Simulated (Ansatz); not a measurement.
# TiC (Fm-3m) in Ansatz: a series of runs, part 2 of 2

Ansatz 0.2.0. Earlier steps stand in the parts before.

## (4) Relaxation of cell and atoms, RPBE

input.yaml reads:

```yaml
crystal:
  lattice:
    - [0.0, 2.1657188437, 2.1657188437]
    - [2.1657188437, 0.0, 2.1657188437]
    - [2.1657188437, 2.1657188437, 0.0]
  atoms:
    - { symbol: Ti, position: [0.0, 0.0, 0.0] }
    - { symbol: C, position: [0.5, 0.5, 0.5] }
hamiltonian:
  xc: rpbe
  pseudopotentials: { kind: paw }
kpoints:
  mp_grid: { grid: [11, 11, 11] }
scf:
  occupations: { method: fermi_dirac, width: 0.05 }
output:
  forces: true
  stress: true
relax:
  f_tol: 0.01
  max_steps: 40
  cell: { stress_tol: 0.05 }
```

Potentials or basis: Ansatz PAW.

Launch:

```console
> ansatz run input.yaml --threads 2 --pin off --max-ram 5120MiB --backend cpu --events-out ev --progress --plain --runs-dir out
```

Output:

```text
Warning: RAYON_NUM_THREADS=2 ignored (pool sized by the plan → 2); use --threads N
Engine: ansatz 0.2.0, aarch64-unknown-linux-gnu
Pseudopotentials: kind: paw
Pseudopotential: Ti, paw, valence charge 12, recommended cutoff 420 eV (normal), Ti.paw.azcp
Pseudopotential: C, paw, valence charge 4, recommended cutoff 420 eV (normal), C.paw.azcp
Functional definition: RPBE
  parameter kappa = 0.804
  parameter beta = 0.06672455060314922
  exchange = rpbe_x(kappa = kappa, mu = beta*pi^2/3)
  correlation = pbe_c(beta = beta)
Crystal: 2 atoms, lattice volume = 20.316 Å³
Basis set: ecut = 420 eV, 411 PW (Γ), exchange–correlation on 48×48×48 points (8 copies of the dense FFT grid, shifted against one another)
Bands: 12, of which v1, the nominal top of the filled ones, is band 8 counted from 1 (7 counted from 0)
Symmetry: 48 space group operations
Space group: Fm-3m (ITA 225), of the structure as read, at distance tolerance 2.7e-5 Å
k-points: 56 of 1331
Non-local potential: Ti, projectors of the file, l = 0: 3, l = 1: 2, l = 2: 3, l = 3: 1
Non-local potential: C, projectors of the file, l = 0: 2, l = 1: 2, l = 2: 1
PAW form: soft (Blöchl's): semilocal exchange-correlation on the pseudo side does not see the compensation charge
PAW frozen core: Ti, regenerated for the run's functional, and the local potential with it (the file was generated under x = pbe(κ = 0.804, μ = 0.2195149727645171), c = pbe(β = 0.06672455060314922))
PAW frozen core: C, regenerated for the run's functional, and the local potential with it (the file was generated under x = pbe(κ = 0.804, μ = 0.2195149727645171), c = pbe(β = 0.06672455060314922))
PAW one-centre angular grid: Ti, 590 points (default); XC on 64 Gauss nodes
PAW one-centre angular grid: C, 110 points (default); XC on 64 Gauss nodes
Initial density: superposition of atomic densities (neutral atoms: chi_scale 0, normalization atom), corrected by the library's trained network
Initial wavefunctions: pseudopotential atomic-orbital guess
Functional: x = rpbe, c = pbe(β = 0.06672455060314922)
[... 52 lines left out ...]
SCF converged after 6 iterations
Free energy (F): -2757.855256 eV
Harris-Foulkes:  -2757.855256 eV  (|F-HF|=4.55e-13)
Internal energy: -2757.852889 eV  (E = F + TS)
E sigma→0 (E₀):  -2757.854072 eV
Entropy (-TS):   -0.002367 eV (-1.184 meV/atom)
Fermi energy:    14.545756 eV
--- Per-component energies (eV) ---
  E_band       = -115.366272
  E_kinetic    = 361.176538
  E_local      = -785.299710  (includes V_loc(G=0)·N_el)
  E_nonlocal   = 30.221874
  E_hartree    = 318.189851
  E_xc         = -147.365898
  E_vxc        = -183.726460  (∫ρ·V_xc dr)
  E_paw        = -1150.440607  (= ΣΔE_a)
  E_vpaw       = -174.118371  (= ΣTr[D̂ρ^β])
  E_aug_tail   = 0.000148  (compensation charges beyond the density's cutoff)
  E_ewald      = -1384.268001
  E_core_change = -0.067084  (= ΣΔE_core)
  E_smearing   = -0.002367  (= −TS)
  E_closure    = 0.000000  (closes the sum)
  Σ components = -2757.855256   (vs F -2757.855256, Δ=0.00e0)
--- Forces (eV/Å), atoms counted from 1 ---
  atom   1  Ti    -0.00000000    -0.00000000     0.00000000
  atom   2  C      0.00000000    -0.00000000     0.00000000
  max |Σ_I F_I| component: 1.45e-30 eV/Å
--- Stress (GPa, compression-positive) ---
        0.047193      -0.000000      -0.000000
       -0.000000       0.047193      -0.000000
       -0.000000      -0.000000       0.047193
  P = ⅓ Tr σ = 0.0472 GPa (0.472 kbar)
--- Relaxed structure (3 steps of the walk, 3 accepted, 1 SCFs on fresh bases) ---
  F+E_penalty+E_count = -2757.85525578 eV   max|allowed force component| = 1.150e-30 eV/Å   (the final SCF, on the basis selected at the relaxed cell)
  cell:  # Å, volume = 20.7146 Å³
    - [9.681206862501623e-34, 2.1797931812635674, 2.1797931812635674]
    - [2.1797931812635674, 1.019074406579118e-33, 2.1797931812635674]
    - [2.1797931812635674, 2.1797931812635674, 4.585834829606031e-34]
  atoms:
    - { symbol: Ti, position: [1.0884413790397242e-35, -5.3264152591308494e-36, -9.031747613308468e-36] }
    - { symbol: C, position: [0.5, 0.5, 0.5] }
```

Run time: 2.3 s. Hardware: 2 threads of Arm Neoverse V1, shared host; peak memory 0.29 GiB.

What came out:

| Item | Value |
| --- | --- |
| Free energy | -2757.8553 eV |
| Relaxed volume | 10.36 Å³/atom |
| Relaxed cell | a = 3.083 Å, b = 3.083 Å, c = 3.083 Å, α = 60.00°, β = 60.00°, γ = 60.00° |
| Space group after relaxing (to 0.05 Å) | Fm-3m (No. 225) |
| Energy gained by relaxing | 3.0 meV/atom |
| Ionic steps | 4 |
| Pressure after relaxing | 0.0 GPa |

Step by step:
```tsv
step	energy change (eV)	largest force (eV/Å)	volume (Å³)
1	0.0000	0.0000	20.32
2	-0.0053	0.0000	20.66
3	-0.0054	0.0000	20.71
4	-0.0061	0.0000	20.71
```

Final structure:
```
Ti C
1.0
     0.00000    2.17979    2.17979
     2.17979    0.00000    2.17979
     2.17979    2.17979    0.00000
Ti C
1 1
Direct
  0.00000 0.00000 0.00000
  0.50000 0.50000 0.50000
```

Caveat: the plane-wave basis is chosen anew once the cell has moved, so the energies of steps on either side of that aren't comparable; the PAW data sets come from PBE, with cores solved anew for the run's functional, which leaves a small shift of forces and pressure.

## (5) Relaxation of cell and atoms, rPW86-PBE

input.yaml, as its differences from that of step 4:

```diff
@@ -9,3 +9,3 @@
 hamiltonian:
-  xc: rpbe
+  xc: { exchange: rpw86, correlation: pbe }
   pseudopotentials: { kind: paw }
```

Launch:

```console
> ansatz run input.yaml --threads 2 --pin off --max-ram 5120MiB --backend cpu --events-out ev --progress --plain --runs-dir out
```

Wall time 3.7 s (2 threads of Arm Neoverse V1, shared host); peak memory 0.3 GiB.

It converged, with:

- Free energy: -2776.6577 eV
- Relaxed volume: 10.47 Å³/atom
- Relaxed cell: a = 3.094 Å, b = 3.094 Å, c = 3.094 Å, α = 60.00°, β = 60.00°, γ = 60.00°
- Space group after relaxing (to 0.05 Å): Fm-3m (No. 225)
- Energy gained by relaxing: 7.1 meV/atom
- Ionic steps: 6
- Pressure after relaxing: 0.0 GPa

The path:
```csv
step,energy change (eV),largest force (eV/Å),volume (Å³)
1,0.0000,0.0000,20.32
2,-0.0127,0.0000,20.85
3,-0.0127,0.0000,20.93
4,-0.0141,0.0000,20.93
5,-0.0141,0.0000,20.93
6,-0.0141,0.0000,20.93
```

Final structure:
```cif
data_structure
_symmetry_space_group_name_H-M 'P 1'
_symmetry_Int_Tables_number 1
_cell_length_a 3.0936
_cell_length_b 3.0936
_cell_length_c 3.0936
_cell_angle_alpha 60.000
_cell_angle_beta 60.000
_cell_angle_gamma 60.000
_cell_volume 20.93
loop_
_atom_site_label
_atom_site_type_symbol
_atom_site_fract_x
_atom_site_fract_y
_atom_site_fract_z
_atom_site_occupancy
Ti1 Ti 0.00000 0.00000 0.00000 1
C1 C 0.50000 0.50000 0.50000 1
```

Caveat: the plane-wave basis is chosen anew once the cell has moved, so the energies of steps on either side of that aren't comparable; the pressure holds a Pulay correction of +0.3 GPa for the finite cutoff; the PAW data sets come from PBE, with cores solved anew for the run's functional, which leaves a small shift of forces and pressure.

## (6) Single point, PBE

input.yaml, as its differences from that of step 5:

```diff
@@ -9,6 +9,6 @@
 hamiltonian:
-  xc: { exchange: rpw86, correlation: pbe }
+  xc: pbe
   pseudopotentials: { kind: paw }
 kpoints:
-  mp_grid: { grid: [11, 11, 11] }
+  mp_grid: { grid: [8, 8, 8] }
 scf:
@@ -18,5 +18,2 @@
   stress: true
-relax:
-  f_tol: 0.01
-  max_steps: 40
-  cell: { stress_tol: 0.05 }
+  eigenvalues: true
```

Potentials or basis: Ansatz PAW.

Launch:

```console
> ansatz run input.yaml --threads 2 --pin off --max-ram 5120MiB --backend cpu --events-out ev --progress --plain --runs-dir out
```

Wall time 0.48 s (2 threads of Arm Neoverse V1, shared host); peak memory 0.27 GiB.

The run converged. Its results:

```yaml
Free_energy: -2752.2711 eV
Pressure: 0.3 GPa
Band_gap_on_the_k_mesh: none (metal or under the smearing width)
```

Levels at points of the mesh, in eV from the Fermi level:
```tsv
k point	band 4	band 5	band 6	band 7	band 8	band 9	band 10	band 11	band 12
(0.00, 0.00, 0.00)	-32.54	-12.35	0.74	0.74	0.74	1.72	1.72	1.72	1.77
(0.00, 0.00, -0.50)	-32.59	-8.87	-5.79	-2.85	-2.85	2.97	2.97	4.15	8.21
(0.00, -0.50, -0.50)	-32.71	-10.07	-3.39	-1.57	0.01	0.01	2.76	3.57	3.57
```

## (7) The runs side by side

| task | level | U | cell | k mesh | hubbard projectors | double counting | gap on the mesh (eV) | pressure (GPa) | relaxed volume (Å³/atom) |
| --- | --- | --- | --- | --- | --- | --- | --- | --- | --- |
| relaxation of cell and atoms | LDA+U | Ti d U = 6 eV | relaxed | 11 × 11 × 11 | ortho-atomic (the default) | fll (the default) | none | 0.0 | 10.09 |
| relaxation of cell and atoms | PBEsol+D4 | - | relaxed | 11 × 11 × 11 | - | - | - | 0.0 | 9.79 |
| relaxation of cell and atoms | RPBE | - | relaxed | 11 × 11 × 11 | - | - | - | 0.0 | 10.36 |
| relaxation of cell and atoms | rPW86-PBE | - | relaxed | 11 × 11 × 11 | - | - | - | 0.0 | 10.47 |
| single point | PBE | - | as given | 8 × 8 × 8 | - | - | none | 0.3 | - |

Alike in all rows: potentials or basis Ansatz PAW; no spin polarisation; cutoff (eV) 420; smearing fermi-dirac 0.05 eV.

Caveats: the plane-wave basis is chosen anew once the cell has moved, so the energies of steps on either side of that aren't comparable (some runs); the PAW data sets come from PBE, with cores solved anew for the run's functional, which leaves a small shift of forces and pressure (some runs); U without spin polarisation on a metal has little footing (some runs); the U is typed as a test and isn't derived for this compound (some runs).

Absolute energies hang on the potentials; compare differences alone.
